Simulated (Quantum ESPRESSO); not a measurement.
# Na (I4/mmm) in Quantum ESPRESSO: equation of state

Aim: energy against volume of Na in PBE, for its equilibrium volume and stiffness.

Everything below comes from runs of Quantum ESPRESSO 7.5. Logs are shortened: lines on timing, memory, paths and dates and some standing lists are left out, and cuts for length are marked.

**1. Starting point**

The structure is tetragonal, space group I4/mmm (No. 139). Conventional cell: a = 3.777 Å, b = 3.777 Å, c = 5.275 Å, α = 90.00°, β = 90.00°, γ = 90.00°. Na (site symmetry 4/mmm) has 12 Na at 3.75 to 3.78 Å as nearest neighbours.

This isn't the form of Na at room conditions, which is bcc.

**2. Single point, PBE, 35.36 Å³/atom**

pw.in reads:

```
&CONTROL
  calculation = 'scf'
  prefix = 'pwscf'
  outdir = './tmp'
  pseudo_dir = './pseudo'
  tprnfor = .true.
  tstress = .true.
  disk_io = 'nowf'
/
&SYSTEM
  ibrav = 0
  nat = 1
  ntyp = 1
  ecutwfc = 55
  ecutrho = 440
  nbnd = 10
  occupations = 'smearing'
  smearing = 'fd'
  degauss = 0.00367493
/
&ELECTRONS
  conv_thr = 2d-10
  electron_maxstep = 120
  mixing_beta = 0.5
/
ATOMIC_SPECIES
Na    22.9898 na_pbe_v1.5.uspp.F.UPF
CELL_PARAMETERS angstrom
  -1.8497437112    1.8497437112    2.5834396006
   1.8497437112   -1.8497437112    2.5834396006
   1.8497437112    1.8497437112   -2.5834396006
ATOMIC_POSITIONS crystal
Na     0.0000000000    0.0000000000    0.0000000000
K_POINTS automatic
10 10 10 0 0 0
```

Potentials or basis: SSSP 1.3 efficiency PBE.

On the command line:

```console
$ OMP_NUM_THREADS=1 pw.x -in pw.in > pw.out
```

pw.out:

```text
This program is part of the open-source Quantum ESPRESSO suite
     for quantum simulation of materials; please cite
         "P. Giannozzi et al., J. Phys.:Condens. Matter 21 395502 (2009);
         "P. Giannozzi et al., J. Phys.:Condens. Matter 29 465901 (2017);
         "P. Giannozzi et al., J. Chem. Phys. 152 154105 (2020);
     in publications or presentations arising from this work. More details at

     Message from routine setup:
     using ibrav=0 with symmetry is DISCOURAGED, use correct ibrav instead

     G-vector sticks info
     --------------------
     sticks:   dense  smooth     PW     G-vecs:    dense   smooth      PW
     Sum        1693     849    293                37109    13227    2733

     Using Slab Decomposition

     bravais-lattice index     =            0
     lattice parameter (alat)  =       6.9477  a.u.
     unit-cell volume          =     238.6042 (a.u.)^3
     number of atoms/cell      =            1
     number of atomic types    =            1
     number of electrons       =         9.00
     number of Kohn-Sham states=           10
     kinetic-energy cutoff     =      55.0000  Ry
     charge density cutoff     =     440.0000  Ry
     scf convergence threshold =      2.0E-10
     mixing beta               =       0.5000
     number of iterations used =            8  plain     mixing
     Exchange-correlation=  SLA  PW   PBX  PBC
                           (   1   4   3   4   0   0   0)

     celldm(1)=   6.947735  celldm(2)=   0.000000  celldm(3)=   0.000000
     celldm(4)=   0.000000  celldm(5)=   0.000000  celldm(6)=   0.000000

     crystal axes: (cart. coord. in units of alat)
               a(1) = (  -0.503115   0.503115   0.702674 )
               a(2) = (   0.503115  -0.503115   0.702674 )
               a(3) = (   0.503115   0.503115  -0.702674 )

     reciprocal axes: (cart. coord. in units 2 pi/alat)
               b(1) = (  0.000000  0.993809  0.711567 )
               b(2) = (  0.993809  0.000000  0.711567 )
               b(3) = (  0.993809  0.993809  0.000000 )

     PseudoPot. # 1 for Na read from file:
     na_pbe_v1.5.uspp.F.UPF
     Pseudo is Ultrasoft, Zval =  9.0
     Generated by new atomic code, or converted to UPF format
     Using radial grid of  819 points,  5 beta functions with:
                l(1) =   0
                l(2) =   0
                l(3) =   1
                l(4) =   1
                l(5) =   2
     Q(r) pseudized with  8 coefficients,  rinner =    1.250   1.250   1.250
                                                       1.250   1.250

     atomic species   valence    mass     pseudopotential
     Na                9.00    22.98980     Na( 1.00)

     16 Sym. Ops., with inversion, found

   Cartesian axes

     site n.     atom                  positions (alat units)
         1        Na     tau(   1) = (   0.0000000   0.0000000   0.0000000  )

     number of k points=   102  Fermi-Dirac smearing, width (Ry)=  0.0037

     Number of k-points >= 100: set verbosity='high' to print them.

     Dense  grid:    37109 G-vectors     FFT dimensions: (  48,  48,  48)

     Smooth grid:    13227 G-vectors     FFT dimensions: (  36,  36,  36)

     Initial potential from superposition of free atoms

     starting charge       8.9937, renormalised to       9.0000
     Starting wfcs are    5 randomized atomic wfcs +    5 random wfcs

     Self-consistent Calculation

     iteration #  1     ecut=    55.00 Ry     beta= 0.50
     Davidson diagonalization with overlap
     ethr =  1.00E-02,  avg # of iterations =  6.1

     Threshold (ethr) on eigenvalues was too large:
     Diagonalizing with lowered threshold

     Davidson diagonalization with overlap
     ethr =  9.86E-06,  avg # of iterations =  6.6

     total energy              =     -95.34548044 Ry
     estimated scf accuracy    <       0.00088039 Ry

     iteration #  2     ecut=    55.00 Ry     beta= 0.50
     Davidson diagonalization with overlap
     ethr =  9.78E-06,  avg # of iterations =  1.0

     total energy              =     -95.34569563 Ry
     estimated scf accuracy    <       0.00016760 Ry

     iteration #  3     ecut=    55.00 Ry     beta= 0.50
     Davidson diagonalization with overlap
     ethr =  1.86E-06,  avg # of iterations =  1.1

     total energy              =     -95.34572396 Ry
     estimated scf accuracy    <       0.00001525 Ry

     iteration #  4     ecut=    55.00 Ry     beta= 0.50
     Davidson diagonalization with overlap
     ethr =  1.69E-07,  avg # of iterations =  1.0

     total energy              =     -95.34572862 Ry
     estimated scf accuracy    <       0.00000034 Ry

     iteration #  5     ecut=    55.00 Ry     beta= 0.50
     Davidson diagonalization with overlap
     ethr =  3.76E-09,  avg # of iterations =  2.0

     total energy              =     -95.34572975 Ry
     estimated scf accuracy    <       0.00000007 Ry

     iteration #  6     ecut=    55.00 Ry     beta= 0.50
     Davidson diagonalization with overlap
     ethr =  7.33E-10,  avg # of iterations =  1.1

     total energy              =     -95.34573000 Ry
     estimated scf accuracy    <          5.0E-09 Ry

     iteration #  7     ecut=    55.00 Ry     beta= 0.50
     Davidson diagonalization with overlap
     ethr =  5.54E-11,  avg # of iterations =  2.0

     End of self-consistent calculation

     Number of k-points >= 100: set verbosity='high' to print the bands.

     the Fermi energy is     1.7103 ev

!    total energy              =     -95.34573009 Ry
     estimated scf accuracy    <          1.9E-10 Ry
     smearing contrib. (-TS)   =      -0.00039310 Ry
     internal energy E=F+TS    =     -95.34533699 Ry

     The total energy is F=E-TS. E is the sum of the following terms:
     one-electron contribution =     -87.54781016 Ry
     hartree contribution      =      44.23971493 Ry
     xc contribution           =     -14.31788107 Ry
     ewald contribution        =     -37.71936069 Ry

     convergence has been achieved in   7 iterations

     Forces acting on atoms (cartesian axes, Ry/au):

     atom    1 type  1   force =     0.00000000    0.00000000    0.00000000

     Total force =     0.000000     Total SCF correction =     0.000000

     Computing stress (Cartesian axis) and pressure

          total   stress  (Ry/bohr**3)                   (kbar)     P=        4.29
   0.00003047  -0.00000000  -0.00000000            4.48       -0.00       -0.00
  -0.00000000   0.00003047  -0.00000000           -0.00        4.48       -0.00
   0.00000000  -0.00000000   0.00002662            0.00       -0.00        3.92

=------------------------------------------------------------------------------=
   JOB DONE.
=------------------------------------------------------------------------------=
```

Wall time 28 s (1 thread of Arm Neoverse V1, shared host); peak memory 0.13 GiB.

Results:

| Property | Result |
| --- | --- |
| Free energy | -1297.2447 eV |
| Pressure | 0.4 GPa |
| Band gap on the k mesh | none (metal or under the smearing width) |

**3. Single point, PBE, 36.11 Å³/atom**

Changes to pw.in since step 2:

```diff
@@ -28,5 +28,5 @@
 CELL_PARAMETERS angstrom
-  -1.8497437112    1.8497437112    2.5834396006
-   1.8497437112   -1.8497437112    2.5834396006
-   1.8497437112    1.8497437112   -2.5834396006
+  -1.8627705045    1.8627705045    2.6016334366
+   1.8627705045   -1.8627705045    2.6016334366
+   1.8627705045    1.8627705045   -2.6016334366
 ATOMIC_POSITIONS crystal
```

Potentials or basis: SSSP 1.3 efficiency PBE.

On the command line:

```console
$ OMP_NUM_THREADS=1 pw.x -in pw.in > pw.out
```

It took 28 s on 1 thread of Arm Neoverse V1, shared host; peak memory 0.14 GiB.

It converged, with:

```yaml
Free_energy: -1297.2463 eV
Pressure: 0.2 GPa
Band_gap_on_the_k_mesh: none (metal or under the smearing width)
```

**4. Single point, PBE, 36.86 Å³/atom**

Changes to pw.in since step 3:

```diff
@@ -28,5 +28,5 @@
 CELL_PARAMETERS angstrom
-  -1.8627705045    1.8627705045    2.6016334366
-   1.8627705045   -1.8627705045    2.6016334366
-   1.8627705045    1.8627705045   -2.6016334366
+  -1.8756176036    1.8756176036    2.6195763032
+   1.8756176036   -1.8756176036    2.6195763032
+   1.8756176036    1.8756176036   -2.6195763032
 ATOMIC_POSITIONS crystal
```

On the command line:

```console
$ OMP_NUM_THREADS=1 pw.x -in pw.in > pw.out
```

Run time: 28 s. Hardware: 1 thread of Arm Neoverse V1, shared host; peak memory 0.14 GiB.

It converged, with:

```
Free energy            : -1297.2470 eV
Pressure               : 0.1 GPa
Band gap on the k mesh : none (metal or under the smearing width)
```

**5. Single point, PBE, 37.61 Å³/atom**

Changes to pw.in since step 4:

```diff
@@ -28,5 +28,5 @@
 CELL_PARAMETERS angstrom
-  -1.8756176036    1.8756176036    2.6195763032
-   1.8756176036   -1.8756176036    2.6195763032
-   1.8756176036    1.8756176036   -2.6195763032
+  -1.8882910800    1.8882910800    2.6372766800
+   1.8882910800   -1.8882910800    2.6372766800
+   1.8882910800    1.8882910800   -2.6372766800
 ATOMIC_POSITIONS crystal
```

On the command line:

```console
$ OMP_NUM_THREADS=1 pw.x -in pw.in > pw.out
```

Wall time 28 s (1 thread of Arm Neoverse V1, shared host); peak memory 0.14 GiB.

Results (log left out):

| Property | Result |
| --- | --- |
| Free energy | -1297.2469 eV |
| Pressure | -0.1 GPa |
| Band gap on the k mesh | none (metal or under the smearing width) |

**6. Single point, PBE, 38.37 Å³/atom**

Changes to pw.in since step 5:

```diff
@@ -28,5 +28,5 @@
 CELL_PARAMETERS angstrom
-  -1.8882910800    1.8882910800    2.6372766800
-   1.8882910800   -1.8882910800    2.6372766800
-   1.8882910800    1.8882910800   -2.6372766800
+  -1.9007966834    1.9007966834    2.6547425975
+   1.9007966834   -1.9007966834    2.6547425975
+   1.9007966834    1.9007966834   -2.6547425975
 ATOMIC_POSITIONS crystal
```

Potentials or basis: SSSP 1.3 efficiency PBE.

On the command line:

```console
$ OMP_NUM_THREADS=1 pw.x -in pw.in > pw.out
```

Wall time 29 s (1 thread of Arm Neoverse V1, shared host); peak memory 0.14 GiB.

Results (log left out):

- Free energy: -1297.2461 eV
- Pressure: -0.2 GPa
- Band gap on the k mesh: none (metal or under the smearing width)

**7. Single point, PBE, 39.12 Å³/atom**

Changes to pw.in since step 6:

```diff
@@ -28,5 +28,5 @@
 CELL_PARAMETERS angstrom
-  -1.9007966834    1.9007966834    2.6547425975
-   1.9007966834   -1.9007966834    2.6547425975
-   1.9007966834    1.9007966834   -2.6547425975
+  -1.9131398649    1.9131398649    2.6719816688
+   1.9131398649   -1.9131398649    2.6719816688
+   1.9131398649    1.9131398649   -2.6719816688
 ATOMIC_POSITIONS crystal
```

On the command line:

```console
$ OMP_NUM_THREADS=1 pw.x -in pw.in > pw.out
```

Run time: 29 s. Hardware: 1 thread of Arm Neoverse V1, shared host; peak memory 0.15 GiB.

The run converged. Its results:

* Free energy: -1297.2448 eV
* Pressure: -0.4 GPa
* Band gap on the k mesh: none (metal or under the smearing width)

**8. Single point, PBE, 39.87 Å³/atom**

Changes to pw.in since step 7:

```diff
@@ -28,5 +28,5 @@
 CELL_PARAMETERS angstrom
-  -1.9131398649    1.9131398649    2.6719816688
-   1.9131398649   -1.9131398649    2.6719816688
-   1.9131398649    1.9131398649   -2.6719816688
+  -1.9253257976    1.9253257976    2.6890011192
+   1.9253257976   -1.9253257976    2.6890011192
+   1.9253257976    1.9253257976   -2.6890011192
 ATOMIC_POSITIONS crystal
```

On the command line:

```console
$ OMP_NUM_THREADS=1 pw.x -in pw.in > pw.out
```

It took 30 s on 1 thread of Arm Neoverse V1, shared host; peak memory 0.15 GiB.

The run converged. Its results:

- Free energy: -1297.2428 eV
- Pressure: -0.5 GPa
- Band gap on the k mesh: none (metal or under the smearing width)

**9. Equation of state, PBE**

Potentials or basis: SSSP 1.3 efficiency PBE.

No new run: the results of the series are fitted here.

Results:

```yaml
Equilibrium_volume: 37.17 Å³/atom
Bulk_modulus_at_fixed_shape_and_positions: 7.7 GPa
Pressure_derivative_of_the_bulk_modulus: 3.7
```

Energy against volume, from the lowest point:
```csv
volume (Å³/atom),energy (meV/atom)
35.357,2.23
36.110,0.69
36.862,0.00
37.614,0.07
38.367,0.83
39.119,2.22
39.871,4.18
```

Caveat: the cell was scaled at fixed shape and fractional positions, which overstates the stiffness of a crystal with free parameters, most of all of layers and chains.
